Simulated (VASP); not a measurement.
**SnSe: input slips in a phonon run and what they do**

Aim: see how common mistakes in a phonon run show up, on SnSe. The starting structure is a cell with measured lattice constants from the literature and the atomic positions of a computed structure of the Materials Project.

Calculated with VASP 6.6.1; Kohn-Sham DFT with plane waves and PAW; LDA.

**1. Starting point**

Symmetry: Pnma, No. 62, orthorhombic system. Conventional cell: a = 11.502 Å, b = 4.154 Å, c = 4.444 Å, α = 90.00°, β = 90.00°, γ = 90.00°. Sn has 3 Se at 2.71 to 2.72 Å nearest. Nearest to Se lie 3 Sn at 2.71 to 2.72 Å. Farther neighbours and most contacts between anions are not listed.

Coordinates:

```
Sn Se
1.0
    11.50220    0.00000    0.00000
     0.00000    4.15400    0.00000
     0.00000    0.00000    4.44450
Sn Se
4 4
Direct
  0.11879 0.75000 0.12345
  0.38121 0.25000 0.62345
  0.88121 0.25000 0.87655
  0.61879 0.75000 0.37655
  0.85145 0.75000 0.49082
  0.35145 0.75000 0.00918
  0.64855 0.25000 0.99082
  0.14855 0.25000 0.50918
```

**2. Reference modes**

The cell comes from a relaxation at this level, not shown (202.03 Å³).

File INCAR:

```
SYSTEM = SnSe
PREC = Accurate
ENCUT = 450
EDIFF = 1E-08
NELM = 100
ISMEAR = 0
SIGMA = 0.03
LREAL = .FALSE.
ALGO = Normal
GGA = CA
NBANDS = 49
LORBIT = 11
LWAVE = .FALSE.
LCHARG = .FALSE.
KPAR = 8
IBRION = 6
NFREE = 2
POTIM = 0.015
NSW = 1
ISIF = 2
```

File POSCAR:

```
SnSe
1.0
   11.3661067111      0.0000000000      0.0000000000
    0.0000000000      4.1217227180      0.0000000000
    0.0000000000      0.0000000000      4.3124459782
Sn Se
4 4
Direct
    0.1177216440      0.7500000000      0.0922680664
    0.3822783560      0.2500000000      0.5922680664
    0.8822783560      0.2500000000      0.9077319336
    0.6177216440      0.7500000000      0.4077319336
    0.8572103145      0.7500000000      0.4776805689
    0.3572103145      0.7500000000      0.0223194311
    0.6427896855      0.2500000000      0.9776805689
    0.1427896855      0.2500000000      0.5223194311
```

File KPOINTS:

```
Automatic mesh
0
Gamma
2 6 6
0 0 0
```

The projector-augmented-wave data sets are Sn_d and Se (LDA family, release 64).

On the command line:

```bash
mpirun -np 8 vasp_std
```

The log of the run:

```text
[banner, memory and clock lines left out]
running    8 mpi-ranks, on    1 nodes
 distrk:  each k-point on    1 cores,    8 groups
 distr:  one band on    1 cores,    1 groups

 POSCAR found type information on POSCAR SnSe
 POSCAR found :  2 types and       8 ions
|                                                                             |
|           W    W    AA    RRRRR   N    N  II  N    N   GGGG   !!!           |
|           W    W   A  A   R    R  NN   N  II  NN   N  G    G  !!!           |
|           W    W  A    A  R    R  N N  N  II  N N  N  G       !!!           |
|           W WW W  AAAAAA  RRRRR   N  N N  II  N  N N  G  GGG   !            |
|           WW  WW  A    A  R   R   N   NN  II  N   NN  G    G                |
|           W    W  A    A  R    R  N    N  II  N    N   GGGG   !!!           |
|                                                                             |
|     For optimal performance we recommend to set                             |
|       NCORE = 2 up to number-of-cores-per-socket                            |
|     NCORE specifies how many cores store one orbital (NPAR=cpu/NCORE).      |
|     This setting can greatly improve the performance of VASP for DFT.       |
|     The default, NCORE=1 might be grossly inefficient on modern             |
|     multi-core architectures or massively parallel machines. Do your        |
|     Unfortunately you need to use the default for GW and RPA                |
|     calculations (for HF NCORE is supported but not extensively tested      |
|     yet).                                                                   |
|                                                                             |

 LDA part: xc-table for (Slater(with rela. corr.)+CA(PZ))
 , standard interpolation
 POSCAR, INCAR and KPOINTS ok, starting setup
 FFT: planning ... GRIDC
 FFT: planning ... GRID_SOFT
 FFT: planning ... GRID
 WAVECAR not read
 entering main loop
       N       E                     dE             d eps       ncg     rms          rms(c)
DAV:   1     0.844953692044E+03    0.84495E+03   -0.34218E+04  3338   0.197E+03
DAV:   2     0.109086782818E+03   -0.73587E+03   -0.71386E+03  3152   0.577E+02
DAV:   3    -0.289654113803E+02   -0.13805E+03   -0.13150E+03  3711   0.201E+02
DAV:   4    -0.383877787354E+02   -0.94224E+01   -0.92663E+01  3737   0.535E+01
DAV:   5    -0.387078616250E+02   -0.32008E+00   -0.31941E+00  3739   0.105E+01    0.700E+00
DAV:   6    -0.380224213716E+02    0.68544E+00   -0.12083E+00  4327   0.573E+00    0.434E+00
DAV:   7    -0.379873144959E+02    0.35107E-01   -0.52065E-01  4241   0.264E+00    0.134E+00
DAV:   8    -0.379767545969E+02    0.10560E-01   -0.66667E-02  4145   0.159E+00    0.326E-01
DAV:   9    -0.379763752911E+02    0.37931E-03   -0.74510E-03  3863   0.534E-01    0.878E-02
DAV:  10    -0.379763443588E+02    0.30932E-04   -0.62488E-04  4523   0.142E-01    0.456E-02
DAV:  11    -0.379763577628E+02   -0.13404E-04   -0.17781E-04  4027   0.661E-02    0.174E-02
DAV:  12    -0.379763473318E+02    0.10431E-04   -0.38431E-05  4079   0.321E-02    0.559E-03
DAV:  13    -0.379763477419E+02   -0.41014E-06   -0.40705E-06  3846   0.816E-03    0.121E-03
DAV:  14    -0.379763477446E+02   -0.26812E-08   -0.16110E-07  3872   0.223E-03    0.723E-04
DAV:  15    -0.379763477411E+02    0.34925E-08   -0.20014E-08  2521   0.825E-04
   1 F= -.37976348E+02 E0= -.37976348E+02  d E =-.265970E-15
[... from here on, the cycles between the ionic steps are left out ...]
   2 F= -.37975819E+02 E0= -.37975819E+02  d E =-.138183E-17
   3 F= -.37975795E+02 E0= -.37975795E+02  d E =-.887208E-14
   4 F= -.37976129E+02 E0= -.37976129E+02  d E =-.244507E-15
   5 F= -.37976129E+02 E0= -.37976129E+02  d E =-.251849E-15
   6 F= -.37976024E+02 E0= -.37976024E+02  d E =-.270793E-16
   7 F= -.37976068E+02 E0= -.37976068E+02  d E =-.197660E-14
   8 F= -.37975818E+02 E0= -.37975818E+02  d E =-.672476E-18
   9 F= -.37975812E+02 E0= -.37975812E+02  d E =-.123633E-10
  10 F= -.37976016E+02 E0= -.37976016E+02  d E =-.273656E-15
  11 F= -.37976016E+02 E0= -.37976016E+02  d E =-.232326E-15
  12 F= -.37975920E+02 E0= -.37975920E+02  d E =-.214173E-15
 Finite differences progress:
  Degree of freedom:   6/  6
  Displacement:        1/  2
  Total:              11/ 12
 bond charge predicted
       N       E                     dE             d eps       ncg     rms          rms(c)
DAV:   1    -0.379732859360E+02    0.26344E-02   -0.75321E-01  3225   0.213E+00    0.247E-01
DAV:   2    -0.379759940811E+02   -0.27081E-02   -0.29765E-02  4129   0.678E-01    0.663E-02
DAV:   3    -0.379759730380E+02    0.21043E-04   -0.76254E-04  4276   0.152E-01    0.502E-02
DAV:   4    -0.379759334745E+02    0.39563E-04   -0.13915E-04  3940   0.553E-02    0.163E-02
DAV:   5    -0.379759361746E+02   -0.27001E-05   -0.32630E-05  3418   0.296E-02    0.634E-03
DAV:   6    -0.379759360304E+02    0.14427E-06   -0.14268E-06  4382   0.110E-02    0.408E-03
DAV:   7    -0.379759358416E+02    0.18880E-06   -0.54980E-07  3862   0.449E-03    0.167E-03
DAV:   8    -0.379759358511E+02   -0.95315E-08   -0.17581E-07  3104   0.170E-03    0.428E-04
DAV:   9    -0.379759358506E+02    0.48385E-09   -0.13392E-08  2079   0.836E-04
  13 F= -.37975936E+02 E0= -.37975936E+02  d E =-.268361E-15
 Finite differences progress:
  Degree of freedom:   6/  6
  Displacement:        2/  2
  Total:              12/ 12
```

The job ended after 5.1 min (8 MPI ranks of Intel Xeon 6975P-C (Granite Rapids), shared host; peak memory 4.5 GiB).

The logs omit lines about the potential files and the build; timing stands in the text.

(Continued in part 2 of 3.)

[Lines on the potential files, build, host, timing and source positions are cut from VASP's logs without a mark.]

[Logs are printed without paths, hosts, clocks, repeated set-up lines and the standing remarks that a program may print on its own settings, such as how far it seeks lower states.]

[Hosts, paths, dates, database ids (printed as entryN), source tags and the programs' standing remarks are cut or masked in the printed files.]
